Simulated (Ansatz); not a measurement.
Understanding ZnO from first principles

**What was measured.** A measured cell of hexagonal ZnO (space group P6_3mc) at 298 K, from the Crystallography Open Database (2014, doi:10.1107/S1600576714003379), has a, c = 3.249, 5.206 Å and 11.90 Å³/atom.

“ZnCr2O4 Inclusions in ZnO Matrix Investigated by Probe-Corrected STEM-EELS”, 2019, pmc:6471317 reports, for a ceramic of ZnO: band gap 3.22 ± 0.01 eV (direct).

The results are compared with them further down.

Level of theory: DFT, PBEsol, scalar-relativistic, no spin polarisation; plane waves to 420 eV with PAW datasets (Ansatz 0.2.0), 12×12×6 k-mesh, Gaussian smearing of 0.05 eV. The datasets are Ansatz's generated set soft_2.

The chain of runs began from a measured cell (COD), expanded in volume.

The relaxed structure (symmetry read at 0.01 Å). The structure is hexagonal, space group P6_3mc (No. 186). The conventional cell has a = 3.230 Å, b = 3.230 Å, c = 5.214 Å, α = 90.00°, β = 90.00°, γ = 120.00°. Zn (site symmetry 3m) is surrounded by 4 O at 1.97 to 1.98 Å. Around O (site symmetry 3m) lie 4 Zn at 1.97 to 1.98 Å. (Shells end 15 % past the nearest neighbour.)

Results at this level of theory:

- Volume: 11.78 Å³/atom
- Band gap: 0.70 eV
- Smallest direct gap: 0.70 eV
- Formation energy from the elements (0 K, uncorrected): -1.47 eV/atom
- Bulk modulus (Birch–Murnaghan): 145 GPa
- Pressure derivative B0′: 4.8

Formal charges Zn²⁺, O²⁻ balance and leave closed shells on every ion, so a band insulator is expected, and the gap is 0.70 eV.

It is direct, 0.70 eV. Within 0.6 eV of the edges the projected states are 74 % O 2p at the top of the valence band and 61 % Zn 4s at the bottom of the conduction band. The valence edge mixes anion p with metal states, so the bond is partly covalent and the gap isn't a plain transfer from O to Zn.

Shannon's ionic radii give a check on the bond lengths: Zn²⁺ with 4 neighbours 0.60 Å + O²⁻ 1.38 Å = 1.98 Å against a computed mean of 1.97 Å. Sums and bonds agree within 3 %, so ion sizes set the bond lengths.

Question: How stiff is it, in energy terms?

Answer: B0·V0 = 144.7 GPa × 11.78 Å³ = 10.63 eV/atom sets the scale: near the minimum ΔE ≈ ½ B0 V0 x², with x = V/V0 − 1, and a pressure of 1.4 GPa squeezes the volume by about 1 %. At the ends of the curve: x = −4.0 % predicts 8.5 meV/atom and the run gives 9.2; x = +4.0 % predicts 8.5 meV/atom and the run gives 7.9. The curve is steeper than the parabola on the compressed side and flatter on the expanded side: the bulk modulus rises with pressure.

**Against experiment.** PBEsol gives 3.230, 5.214 Å and 11.78 Å³/atom, −1.0 % in volume (−0.3 % in length) from the database's cell. PBEsol was built to cure PBE's overestimate of volumes, and the static lattice lacks thermal expansion. A measured gap of ZnO is 3.22 eV (direct; ceramic; “ZnCr2O4 Inclusions in ZnO Matrix Investigated by Probe-Corrected STEM-EELS”, 2019, pmc:6471317); the calculated 0.70 eV misses it by -2.52 eV. So large a miss can be the level of theory's own, or it may mean another phase, state or a wrong row. 4 values of this kind are on record (3.22 to 3.378 eV); this one was drawn at random among those near their median, those with a stated uncertainty first. Kohn–Sham gaps of semilocal functionals mostly fall below measured ones. Temperature and excitons aren't in the calculation.

Semilocal functionals underestimate band gaps, commonly by a third or more.
